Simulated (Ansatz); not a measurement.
Crystal: Au.

```
Au
1.0
     1.41131   -2.55593    0.00000
     1.41131    2.55593    0.00000
     0.00000    0.00000    4.89317
Au
2
Direct
  0.33467 0.66533 0.25000
  0.66533 0.33467 0.75000
```

This isn't the form of Au at room conditions, which is fcc.

| Quantity | Value |
| --- | --- |
| Program | Ansatz 0.2.0 |
| Task | single point |
| Functional | PBE |
| Potentials or basis | all-electron LAPW, scalar-relativistic |
| Cutoff | 261 eV (chosen from the basis error) |
| Basis error allowed | 0.001 eV/atom |
| k mesh | 11 × 11 × 6 |
| Occupations | fermi-dirac, width 0.05 eV |
| Spin | no spin polarisation |

On this cell: pressure 3.2 GPa; largest force 0.026 eV/Å; band gap on the k mesh none (metal or under the smearing width).

The same run follows on a disturbed copy (atoms moved at random, drawn with an rms of 0.05 Å):

```
Au
1.0
     1.41131   -2.55593    0.00000
     1.41131    2.55593    0.00000
     0.00000    0.00000    4.89317
Au
2
Direct
  0.33425 0.65236 0.25193
  0.65276 0.31258 0.74169
```

**Question.** What does the disturbed cell give?

**Answer.** The energy (extrapolated to zero smearing) moves by +3.8 meV/atom; pressure 3.4 GPa; largest force 0.317 eV/Å; band gap on the k mesh none (metal or under the smearing width).

Forces on the atoms (eV/Å):
```
Au  -0.011 -0.027 -0.316
Au   0.011  0.027  0.316
```

Stress tensor (GPa, compression positive):
```
6.26 0.06 0.09
0.06 1.73 0.05
0.09 0.05 2.09
```
